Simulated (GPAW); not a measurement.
The system is KMgF3.

```
K Mg F
1.0
     3.98590    0.00000    0.00000
     0.00000    3.98590    0.00000
     0.00000    0.00000    3.98590
K Mg F
1 1 3
Cartesian
  1.9929 1.9929 1.9929
  0.0000 0.0000 0.0000
  0.0000 0.0000 1.9929
  0.0000 1.9929 0.0000
  1.9929 0.0000 0.0000
```

Base run:

- Program: GPAW 26.7.0
- Functional: LDA
- Potentials or basis: the program's PAW data sets (release 1.2.1) made for this functional
- Cutoff: 650 eV
- Basis: pw
- k mesh: 6 × 6 × 6
- Occupations: fermi-dirac, width 0.001 eV
- Spin: no spin polarisation

Its results: band gap on the k mesh 6.96 eV, indirect (least direct gap 7.29 eV); electronic dielectric tensor (diagonal) 2.05.

Problem. After a change of settings the same cell gave: band gap on the k mesh, kohn-sham part alone 9.49 eV, indirect (least direct gap 9.70 eV); electronic dielectric tensor (diagonal) 1.75. Which change was it?
A. functional from LDA to GLLB-SC
B. functional from LDA to AM05; potentials or basis from the program's PAW data sets (release 1.2.1) made for this functional to PAW data sets generated in the run's folder for this functional
C. functional from LDA to RPBE
D. functional from LDA to PBEsol; potentials or basis from the program's PAW data sets (release 1.2.1) made for this functional to PAW data sets generated in the run's folder for this functional

Solution. A.

Caveats: the long-wavelength limit can be off by a per cent or two; an odd mesh through Γ misses points on the zone boundary, where band edges often lie; a model potential gives levels but no total energy (some runs); response on these states lacks terms of the Hamiltonian (some runs).

Not every run made on this cell is shown here.
